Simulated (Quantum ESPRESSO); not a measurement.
# La2O3 (P-3m1) in Quantum ESPRESSO: notebook, part 3 of 3

Quantum ESPRESSO 7.5. Earlier steps stand in the parts before.

### Step 5. Dielectric tensor, PBEsol

Input file pw.in:

```
&CONTROL
  calculation = 'scf'
  prefix = 'pwscf'
  outdir = './tmp'
  pseudo_dir = './pseudo'
  tprnfor = .true.
  tstress = .true.
  disk_io = 'low'
/
&SYSTEM
  ibrav = 0
  celldm(1) = 8
  nat = 5
  ntyp = 2
  ecutwfc = 45
  ecutrho = 360
  nbnd = 28
  occupations = 'smearing'
  smearing = 'fd'
  degauss = 0.00367493
/
&ELECTRONS
  conv_thr = 1d-09
  electron_maxstep = 120
  mixing_beta = 0.5
/
ATOMIC_SPECIES
La   138.9055 la_pbesol_v1.uspp.F.UPF
O     15.9990 o_pbesol_v1.2.uspp.F.UPF
CELL_PARAMETERS alat
  0.9285117057697   0.0000000000000   0.0000000000000
 -0.4642558528849   0.8041147249121   0.0000000000000
  0.0000000000000   0.0000000000000   1.4437397799053
ATOMIC_POSITIONS crystal
La     0.3333333333    0.6666666667    0.2462356800
La     0.6666666667    0.3333333333    0.7537643200
O      0.0000000000    0.0000000000    0.0000000000
O      0.3333333333    0.6666666667    0.6458906500
O      0.6666666667    0.3333333333    0.3541093500
K_POINTS automatic
4 4 4 0 0 1
```

Input file scf2.in:

```
&CONTROL
  calculation = 'scf'
  prefix = 'pwscf'
  outdir = './tmp'
  pseudo_dir = './pseudo'
  tprnfor = .true.
  tstress = .true.
  disk_io = 'low'
/
&SYSTEM
  ibrav = 0
  celldm(1) = 8
  nat = 5
  ntyp = 2
  ecutwfc = 45
  ecutrho = 360
  nbnd = 28
  occupations = 'fixed'
/
&ELECTRONS
  conv_thr = 1d-13
  electron_maxstep = 120
  mixing_beta = 0.5
  startingpot = 'file'
  startingwfc = 'file'
/
ATOMIC_SPECIES
La   138.9055 la_pbesol_v1.uspp.F.UPF
O     15.9990 o_pbesol_v1.2.uspp.F.UPF
CELL_PARAMETERS alat
  0.9285117057697   0.0000000000000   0.0000000000000
 -0.4642558528849   0.8041147249121   0.0000000000000
  0.0000000000000   0.0000000000000   1.4437397799053
ATOMIC_POSITIONS crystal
La     0.3333333333    0.6666666667    0.2462356800
La     0.6666666667    0.3333333333    0.7537643200
O      0.0000000000    0.0000000000    0.0000000000
O      0.3333333333    0.6666666667    0.6458906500
O      0.6666666667    0.3333333333    0.3541093500
K_POINTS automatic
4 4 4 0 0 1
```

Input file ph.in:

```
dielectric of La2O3
&INPUTPH
  prefix = 'pwscf'
  outdir = './tmp'
  tr2_ph = 1d-18
  fildyn = 'dyn'
  niter_ph = 90
  alpha_mix(1) = 0.7
  epsil = .true.
  trans = .false.
  zeu = .true.
/
0.0000000000 0.0000000000 0.0000000000
```

Potentials or basis: GBRV 1.5 PBEsol.

Command:

```
OMP_NUM_THREADS=1 pw.x -in pw.in > pw.out
OMP_NUM_THREADS=1 pw.x -in scf2.in > scf2.out
OMP_NUM_THREADS=1 ph.x -in ph.in > ph.out
```

pw.out:

```text
This program is part of the open-source Quantum ESPRESSO suite
     for quantum simulation of materials; please cite
[... 9 lines left out ...]
     --------------------
     sticks:   dense  smooth     PW     G-vecs:    dense   smooth      PW
     Sum        1369     673    199                63669    22501    3561

     Using Slab Decomposition

     bravais-lattice index     =            0
     lattice parameter (alat)  =       8.0000  a.u.
     unit-cell volume          =     551.9049 (a.u.)^3
     number of atoms/cell      =            5
     number of atomic types    =            2
     number of electrons       =        40.00
     number of Kohn-Sham states=           28
     kinetic-energy cutoff     =      45.0000  Ry
     charge density cutoff     =     360.0000  Ry
     scf convergence threshold =      1.0E-09
     mixing beta               =       0.5000
     number of iterations used =            8  plain     mixing
     Exchange-correlation= SLA  PW   PSX  PSC
[... 317 lines left out ...]
    15.2419  15.2699  15.3594  15.4064

     the Fermi energy is    11.5048 ev

!    total energy              =    -301.89350856 Ry
     estimated scf accuracy    <          2.1E-10 Ry
     smearing contrib. (-TS)   =      -0.00000000 Ry
     internal energy E=F+TS    =    -301.89350856 Ry

     The total energy is F=E-TS. E is the sum of the following terms:
     one-electron contribution =     -25.47177716 Ry
     hartree contribution      =      39.11205848 Ry
     xc contribution           =    -119.70088204 Ry
     ewald contribution        =    -195.83290784 Ry

     convergence has been achieved in  18 iterations

     negative rho (up, down):  1.106E-01 0.000E+00

     Forces acting on atoms (cartesian axes, Ry/au):

     atom    1 type  1   force =     0.00000000    0.00000000    0.00294715
     atom    2 type  1   force =     0.00000000    0.00000000   -0.00294715
     atom    3 type  2   force =     0.00000000    0.00000000    0.00000000
     atom    4 type  2   force =    -0.00000000   -0.00000000   -0.00043615
     atom    5 type  2   force =     0.00000000    0.00000000    0.00043615

     Total force =     0.004213     Total SCF correction =     0.000012

     Computing stress (Cartesian axis) and pressure

     negative rho (up, down):  1.106E-01 0.000E+00
          total   stress  (Ry/bohr**3)                   (kbar)     P=      -27.00
  -0.00018957  -0.00000000  -0.00000000          -27.89       -0.00       -0.00
  -0.00000000  -0.00018957  -0.00000000           -0.00      -27.89       -0.00
   0.00000000   0.00000000  -0.00017149            0.00        0.00      -25.23

=------------------------------------------------------------------------------=
   JOB DONE.
=------------------------------------------------------------------------------=
```

scf2.out:

```text
This program is part of the open-source Quantum ESPRESSO suite
     for quantum simulation of materials; please cite
[... 9 lines left out ...]
     --------------------
     sticks:   dense  smooth     PW     G-vecs:    dense   smooth      PW
     Sum        1369     673    199                63669    22501    3561
[... 278 lines left out ...]
  -0.00018945  -0.00000000   0.00000000          -27.87       -0.00        0.00
  -0.00000000  -0.00018945   0.00000000           -0.00      -27.87        0.00
   0.00000000   0.00000000  -0.00017136            0.00        0.00      -25.21

=------------------------------------------------------------------------------=
   JOB DONE.
=------------------------------------------------------------------------------=
```

It took 13 min on 1 thread of Intel Xeon at 2.50GHz (Skylake/Cascade Lake), shared host; peak memory 0.65 GiB.

Results:

| Item | Value |
| --- | --- |
| Free energy | -4107.4704 eV |
| Pressure | -2.7 GPa |
| Largest force | 0.076 eV/Å |
| Electronic dielectric tensor (diagonal) | 4.88, 4.88, 4.77 |
| Born charges (mean of the diagonal) | La +4.07; O -2.67, -2.75 e |

Forces on the atoms (eV/Å):
```
La   0.000  0.000  0.076
La   0.000  0.000 -0.076
O    0.000  0.000  0.000
O    0.000  0.000 -0.011
O    0.000  0.000  0.011
```

Electronic dielectric tensor:
```
4.88 0.00 0.00
0.00 4.88 0.00
0.00 0.00 4.77
```

Born effective charge tensors (e):
atom 1, La
```
4.20 0.00 0.00
0.00 4.20 0.00
0.00 0.00 3.82
```
atom 2, La
```
4.20 0.00 0.00
0.00 4.20 0.00
0.00 0.00 3.82
```
atom 3, O
```
-2.71  0.00  0.00
 0.00 -2.71  0.00
 0.00  0.00 -2.58
```
atom 4, O
```
-2.85  0.00  0.00
 0.00 -2.85  0.00
 0.00  0.00 -2.54
```
atom 5, O
```
-2.85  0.00  0.00
 0.00 -2.85  0.00
 0.00  0.00 -2.54
```

Caveat: the k mesh is coarse (spacing up to 0.46 Å⁻¹), so the values aren't converged.

### Step 6. Dielectric tensor, WC

Edit pw.in of step 5 so:

```diff
@@ -17,2 +17,3 @@
   nbnd = 28
+  input_dft = 'wc'
   occupations = 'smearing'
@@ -27,4 +28,4 @@
 ATOMIC_SPECIES
-La   138.9055 la_pbesol_v1.uspp.F.UPF
-O     15.9990 o_pbesol_v1.2.uspp.F.UPF
+La   138.9055 la_pbe_v1.uspp.F.UPF
+O     15.9990 o_pbe_v1.2.uspp.F.UPF
 CELL_PARAMETERS alat
```

Edit scf2.in of step 5 so:

```diff
@@ -17,2 +17,3 @@
   nbnd = 28
+  input_dft = 'wc'
   occupations = 'fixed'
@@ -27,4 +28,4 @@
 ATOMIC_SPECIES
-La   138.9055 la_pbesol_v1.uspp.F.UPF
-O     15.9990 o_pbesol_v1.2.uspp.F.UPF
+La   138.9055 la_pbe_v1.uspp.F.UPF
+O     15.9990 o_pbe_v1.2.uspp.F.UPF
 CELL_PARAMETERS alat
```

ph.in is that of step 5.

Potentials or basis: GBRV 1.5 PBE.

Command:

```
OMP_NUM_THREADS=1 pw.x -in pw.in > pw.out
OMP_NUM_THREADS=1 pw.x -in scf2.in > scf2.out
OMP_NUM_THREADS=1 ph.x -in ph.in > ph.out
```

pw.out:

```text
This program is part of the open-source Quantum ESPRESSO suite
     for quantum simulation of materials; please cite
         "P. Giannozzi et al., J. Phys.:Condens. Matter 21 395502 (2009);
         "P. Giannozzi et al., J. Phys.:Condens. Matter 29 465901 (2017);
         "P. Giannozzi et al., J. Chem. Phys. 152 154105 (2020);
     in publications or presentations arising from this work. More details at

     IMPORTANT: XC functional enforced from input :
     Exchange-correlation= WC
                           (   1   4  11   4   0   0   0)
     Any further DFT definition will be discarded
     Please, verify this is what you really want

     Message from routine setup:
     using ibrav=0 with symmetry is DISCOURAGED, use correct ibrav instead

     G-vector sticks info
     --------------------
     sticks:   dense  smooth     PW     G-vecs:    dense   smooth      PW
     Sum        1369     673    199                63669    22501    3561

     Using Slab Decomposition

     bravais-lattice index     =            0
     lattice parameter (alat)  =       8.0000  a.u.
     unit-cell volume          =     551.9049 (a.u.)^3
     number of atoms/cell      =            5
     number of atomic types    =            2
     number of electrons       =        40.00
     number of Kohn-Sham states=           28
     kinetic-energy cutoff     =      45.0000  Ry
     charge density cutoff     =     360.0000  Ry
     scf convergence threshold =      1.0E-09
     mixing beta               =       0.5000
     number of iterations used =            8  plain     mixing
     Exchange-correlation= WC
                           (   1   4  11   4   0   0   0)

     celldm(1)=   8.000000  celldm(2)=   0.000000  celldm(3)=   0.000000
     celldm(4)=   0.000000  celldm(5)=   0.000000  celldm(6)=   0.000000

     crystal axes: (cart. coord. in units of alat)
               a(1) = (   0.928512   0.000000   0.000000 )
               a(2) = (  -0.464256   0.804115   0.000000 )
               a(3) = (   0.000000   0.000000   1.443740 )

     reciprocal axes: (cart. coord. in units 2 pi/alat)
               b(1) = (  1.076992  0.621802 -0.000000 )
               b(2) = (  0.000000  1.243604  0.000000 )
               b(3) = (  0.000000 -0.000000  0.692646 )

     PseudoPot. # 1 for La read from file:
     la_pbe_v1.uspp.F.UPF
[... 151 lines left out ...]
     estimated scf accuracy    <       0.00026188 Ry
[... 46 lines left out ...]
     iteration # 15     ecut=    45.00 Ry     beta= 0.50
     Davidson diagonalization with overlap
     ethr =  1.70E-11,  avg # of iterations =  4.0

     negative rho (up, down):  1.019E-01 0.000E+00

     End of self-consistent calculation

          k = 0.0000 0.0000 0.0866 (  2797 PWs)   bands (ev):

   -20.0790 -19.8509  -7.1332  -5.8744  -5.4925  -3.5049  -3.5049  -3.2821
    -3.2821  -3.1341  -2.4097   7.2437   7.2437   7.4997   7.6208   7.6208
     8.2009   9.3746   9.3746   9.5434  14.0906  14.3976  14.3976  14.9122
    15.2951  15.3872  15.3874  15.6612
[... 17 lines left out ...]
   -19.9374 -19.8628  -7.2950  -6.8291  -5.5245  -3.6986  -3.5934  -3.4840
    -3.3624  -2.5062  -2.0071   7.3088   7.3939   7.6361   7.9088   8.1458
     8.3569   9.1361   9.3655   9.6042  14.3204  14.4846  14.8780  15.0460
    15.3188  15.3228  15.4377  15.5025

          k = 0.0000-0.6218 0.0866 (  2806 PWs)   bands (ev):

   -19.8687 -19.7950  -7.5297  -7.3951  -5.5632  -4.0716  -3.8723  -3.4645
    -3.3601  -2.0690  -1.7677   7.3021   7.7716   7.8062   8.4884   8.8859
     9.0408   9.1432   9.3421   9.4538  13.6471  14.5938  15.1206  15.1555
    15.2834  15.3424  15.3651  15.4288

          k = 0.0000-0.6218 0.2597 (  2814 PWs)   bands (ev):

   -19.8480 -19.8153  -7.6629  -7.3778  -5.4511  -3.7590  -3.7080  -3.5895
    -3.5216  -2.3903  -1.5739   6.7776   7.6196   8.0944   8.6878   8.6974
     8.7786   9.0918   9.3790   9.6881  14.0696  14.5082  15.0617  15.2058
    15.2427  15.3160  15.3861  15.4145
[... 10 lines left out ...]
   -19.8484 -19.8152  -7.5299  -7.3754  -5.7982  -3.9430  -3.7656  -3.4899
    -3.1421  -2.0898  -1.8773   7.2872   7.5989   7.8977   8.1642   8.4608
     9.0533   9.1625   9.4083   9.7029  14.0802  14.6311  14.6822  15.1789
    15.2677  15.3187  15.4235  15.4648

          k = 0.0000 0.3109-0.0866 (  2806 PWs)   bands (ev):

   -19.9848 -19.8139  -7.2407  -6.7092  -5.9066  -3.7084  -3.3597  -3.3502
    -3.1531  -2.8081  -2.1135   7.1875   7.5233   7.8539   7.9254   8.2370
     8.4870   9.0391   9.4229   9.6142  13.8576  14.7267  14.7594  15.1989
    15.2833  15.3607  15.5041  15.5434

          k = 0.0000 0.3109-0.2597 (  2812 PWs)   bands (ev):

   -19.9366 -19.8636  -7.2837  -6.7813  -5.6957  -3.6253  -3.5131  -3.4499
    -3.2225  -2.6966  -2.0320   7.1966   7.4564   7.5481   7.8562   8.0784
     8.4391   9.3172   9.4371   9.6198  14.0971  14.7652  14.8534  14.9917
    15.3184  15.3505  15.4287  15.4922

     the Fermi energy is    11.5687 ev

!    total energy              =    -302.41186595 Ry
     estimated scf accuracy    <          4.8E-10 Ry
     smearing contrib. (-TS)   =       0.00000000 Ry
     internal energy E=F+TS    =    -302.41186595 Ry

     The total energy is F=E-TS. E is the sum of the following terms:
     one-electron contribution =     -25.37537298 Ry
     hartree contribution      =      39.10647427 Ry
     xc contribution           =    -120.31005939 Ry
     ewald contribution        =    -195.83290784 Ry

     convergence has been achieved in  15 iterations

     negative rho (up, down):  1.019E-01 0.000E+00

     Forces acting on atoms (cartesian axes, Ry/au):

     atom    1 type  1   force =     0.00000000   -0.00000000    0.00151527
     atom    2 type  1   force =     0.00000000    0.00000000   -0.00151527
     atom    3 type  2   force =     0.00000000   -0.00000000    0.00000000
     atom    4 type  2   force =     0.00000000    0.00000000   -0.00048928
     atom    5 type  2   force =     0.00000000    0.00000000    0.00048928

     Total force =     0.002252     Total SCF correction =     0.000006

     Computing stress (Cartesian axis) and pressure

     negative rho (up, down):  1.019E-01 0.000E+00
          total   stress  (Ry/bohr**3)                   (kbar)     P=      -22.16
  -0.00015439  -0.00000000  -0.00000000          -22.71       -0.00       -0.00
  -0.00000000  -0.00015439  -0.00000000           -0.00      -22.71       -0.00
  -0.00000000  -0.00000000  -0.00014318           -0.00       -0.00      -21.06

=------------------------------------------------------------------------------=
   JOB DONE.
=------------------------------------------------------------------------------=
```

scf2.out:

```text
This program is part of the open-source Quantum ESPRESSO suite
     for quantum simulation of materials; please cite
         "P. Giannozzi et al., J. Phys.:Condens. Matter 21 395502 (2009);
         "P. Giannozzi et al., J. Phys.:Condens. Matter 29 465901 (2017);
         "P. Giannozzi et al., J. Chem. Phys. 152 154105 (2020);
[... 285 lines left out ...]
  -0.00000000  -0.00015456   0.00000000           -0.00      -22.74        0.00
   0.00000000   0.00000000  -0.00014335            0.00        0.00      -21.09

=------------------------------------------------------------------------------=
   JOB DONE.
=------------------------------------------------------------------------------=
```

It took 12 min on 1 thread of Intel Xeon at 2.50GHz (Skylake/Cascade Lake), shared host; peak memory 0.65 GiB.

What came out:

| Item | Value |
| --- | --- |
| Free energy | -4114.5230 eV |
| Pressure | -2.2 GPa |
| Largest force | 0.039 eV/Å |
| Electronic dielectric tensor (diagonal) | 4.87, 4.87, 4.77 |
| Born charges (mean of the diagonal) | La +4.06; O -2.66, -2.74 e |

Forces on the atoms (eV/Å):
```
La   0.000  0.000  0.039
La   0.000  0.000 -0.039
O    0.000  0.000  0.000
O    0.000  0.000 -0.013
O    0.000  0.000  0.013
```

Electronic dielectric tensor:
```
4.87 0.00 0.00
0.00 4.87 0.00
0.00 0.00 4.77
```

Born effective charge tensors (e):
atom 1, La
```
4.19 0.00 0.00
0.00 4.19 0.00
0.00 0.00 3.82
```
atom 2, La
```
4.19 0.00 0.00
0.00 4.19 0.00
0.00 0.00 3.82
```
atom 3, O
```
-2.71  0.00  0.00
 0.00 -2.71  0.00
 0.00  0.00 -2.57
```
atom 4, O
```
-2.85  0.00  0.00
 0.00 -2.85  0.00
 0.00  0.00 -2.54
```
atom 5, O
```
-2.85  0.00  0.00
 0.00 -2.85  0.00
 0.00  0.00 -2.54
```

Caveat: the k mesh is coarse (spacing up to 0.46 Å⁻¹), so the values aren't converged; the potentials were made for another functional, which shifts forces and pressure. The run has no spin-orbit coupling, so splittings on La are missing.

### Step 7. Overview

| task | level | potentials or basis | cell | form of the LDA correlation | pressure (GPa) | largest force (eV/Å) |
| --- | --- | --- | --- | --- | --- | --- |
| phonons | PBE | GBRV 1.5 PBE | relaxed | - | 0.0 | - |
| dielectric tensor | LDA | GBRV 1.5 LDA | as given | PZ81 | -5.9 | 0.14 |
| dielectric tensor | PBE | GBRV 1.5 PBE | as given | - | 2.2 | 0.03 |
| dielectric tensor | PBEsol | GBRV 1.5 PBEsol | as given | - | -2.7 | 0.08 |
| dielectric tensor | WC | GBRV 1.5 PBE | as given | - | -2.2 | 0.04 |

Alike in all rows: no spin polarisation; k mesh 4 × 4 × 4, shifted; cutoff (eV) 612; smearing fermi-dirac 0.05 eV; the mesh is coarse, so values aren't converged.

Caveats: all runs use coarse meshes; the cell is more than 3 GPa from zero pressure, which shifts response properties (some runs); the potentials were made for another functional, which shifts forces and pressure (some runs).

Absolute energies hang on the potentials; compare differences alone.
